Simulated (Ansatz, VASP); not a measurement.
# Au in VASP and in Ansatz

```
Au
1.0
     2.90000    0.00000    0.00000
    -1.45000    2.51147    0.00000
     0.00000    0.00000    4.88000
Au
2
Cartesian
  1.4500 0.8372 1.2200
  0.0000 1.6743 3.6600
```

This isn't the form of Au at room conditions, which is fcc.

Alike in both runs: task single point; functional PBE; k mesh 11 × 11 × 6; occupations gaussian, width 0.05 eV; no spin polarisation.

|  | VASP | Ansatz |
| --- | --- | --- |
| version | VASP 6.6.1 | Ansatz 0.2.0 |
| potentials or method | VASP PAW PBE potentials, release 64 (Au) | Ansatz PAW |
| plane-wave cutoff (eV) | 520 | 420 |
| valence electrons in the cell | 22 | 38 |

Ansatz gave:

| Property | Result |
| --- | --- |
| gap on the k mesh at the Fermi level (eV) | none |
| pressure (GPa) | 1.9 |
| largest component of the traceless stress (GPa) | 0.67 |

Question: Estimate VASP's values.

Answer: gap on the k mesh at the Fermi level (eV): none; pressure (GPa): 1.6; largest component of the traceless stress (GPa): 0.66.

A gap of «none» marks a metal or a gap that the smearing closes. The two sets of potentials don't hold the same shells in valence.

The runs have no spin-orbit coupling, so splittings on Au are missing.
